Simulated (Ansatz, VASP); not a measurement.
**Ga in VASP and in Ansatz**

Contents of INCAR:

```
SYSTEM = Ga
PREC = Accurate
ENCUT = 520
EDIFF = 1E-6
ISMEAR = -1
SIGMA = 0.08
LREAL = .FALSE.
LASPH = .TRUE.
NELM = 80
ALGO = Normal
ISIF = 2
LWAVE = .FALSE.
LCHARG = .TRUE.
GGA = PS
LELF = .TRUE.
LVHAR = .TRUE.
NBANDS = 20
```

Contents of KPOINTS:

```
regular mesh
0
G
  13 13 13
  0 0 0
```

Contents of POSCAR:

```
Ga
1.0
    0.0000000000      2.8013437027      2.8013437027
    2.8013437027      0.0000000000      2.8013437027
    2.8013437027      2.8013437027      0.0000000000
Ga
2
Direct
   -0.1250000000     -0.1250000000     -0.1250000000
    0.1250000000      0.1250000000      0.1250000000
```

Input for Ansatz:

```yaml
crystal:
  lattice:
    - [0.0, 2.8013437027, 2.8013437027]
    - [2.8013437027, 0.0, 2.8013437027]
    - [2.8013437027, 2.8013437027, 0.0]
  atoms:
    - { symbol: Ga, position: [-0.125, -0.125, -0.125] }
    - { symbol: Ga, position: [0.125, 0.125, 0.125] }
kpoints:
  mp_grid: { grid: [13, 13, 13] }
scf:
  occupations: { method: fermi_dirac, width: 0.08 }
hamiltonian:
  xc: pbesol
  pseudopotentials: { kind: paw }
output:
  forces: true
  stress: true
  eigenvalues: true
  populations: true
```

Change from the starting cell: volume scaled by 0.92, PAW files.

Alike in both runs: task single point; functional PBEsol; k mesh 13 × 13 × 13; occupations fermi-dirac, width 0.08 eV; no spin polarisation.

|  | VASP | Ansatz |
| --- | --- | --- |
| version | VASP 6.6.1 | Ansatz 0.2.0 |
| potentials or method | VASP PAW PBE potentials, release 64 (Ga_d) | PAW with Ansatz's default frozen-core files, scalar-relativistic |
| plane-wave cutoff (eV) | 520 | 420 |
| valence electrons in the cell | 26 | 26 |

|  | VASP | Ansatz | Ansatz less VASP |
| --- | --- | --- | --- |
| pressure (GPa) | 4.4 | 4.4 | -0.09 |

Caveats: the PAW data sets were made with another functional, which shifts forces and pressure a little (VASP).
